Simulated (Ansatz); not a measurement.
**Relaxation of NbH**

These are results of Ansatz, DFT PBEsol, scalar-relativistic, plane waves, PAW, not measurements. Settings: 420 eV cutoff, 14×14×12 k-mesh, Gaussian smearing of 0.10 eV, no spin polarisation.

What was changed: uniaxial strain along a, with b, c and atoms relaxed: -2.0 %.

Input:

```yaml
crystal:
  lattice:
    - [3.1141020392, 0.0, 0.0]
    - [0.0, 3.1935434178, 0.0]
    - [0.0, 0.0, 3.9223492789]
  atoms:
    - { symbol: Nb, position: [0.0, 0.0, 0.0] }
    - { symbol: Nb, position: [0.5, 0.5, 0.5] }
    - { symbol: H, position: [0.0, 0.0, 0.5] }
    - { symbol: H, position: [0.5, 0.5, 0.0] }
basis:
  ecutwfc: 420
kpoints:
  mp_grid: { grid: [14, 14, 12] }
hamiltonian:
  xc: pbesol
scf:
  occupations: { method: gaussian, width: 0.1 }
output:
  forces: true
  stress: true
  eigenvalues: true
relax:
  adjacent_minimum: "off"
  f_tol: 0.008
  max_steps: 40
  cell: { stress_tol: 0.05, fix: [a, angles] }
```

F is the free energy. Steps run on the plane waves of an earlier cell, but the last one, and at times one on the way, on a freshly chosen basis, so a repeated geometry can differ a little in energy. The held parts of the cell keep their stress, so P needn't end at zero.

Steps:

```
step F − F(1) (eV) largest force component (eV/Å) V (Å³/atom) P (GPa)
   1         0.0000                           0.000        9.752     1.85
   2        -0.0004                           0.000        9.847    -0.22
   3        -0.0017                           0.000        9.802     0.68
   4        -0.0020                           0.000        9.798     0.73
   5        -0.0020                           0.000        9.797     0.75
   6        -0.0022                           0.000        9.797     0.74
```

Relaxed structure:

```yaml
crystal:
  lattice:
    - [3.11410, 0.00000, 0.00000]
    - [0.00000, 3.16877, 0.00000]
    - [0.00000, 0.00000, 3.97117]
  atoms:
    - { symbol: Nb, position: [0.00000, 0.00000, 0.00000] }
    - { symbol: Nb, position: [0.50000, 0.50000, 0.50000] }
    - { symbol: H, position: [0.00000, 0.00000, 0.50000] }
    - { symbol: H, position: [0.50000, 0.50000, 0.00000] }
```

Symmetry: Immm, No. 71, orthorhombic system. The conventional cell has a = 3.114 Å, b = 3.169 Å, c = 3.971 Å, α = 90.00°, β = 90.00°, γ = 90.00°. Nb (site symmetry mmm) has 6 H at 1.99 to 2.22 Å as nearest neighbours. H (site symmetry mmm) is surrounded by 6 Nb at 1.99 to 2.22 Å.

The run converged. The run took of the order of 70 core-seconds.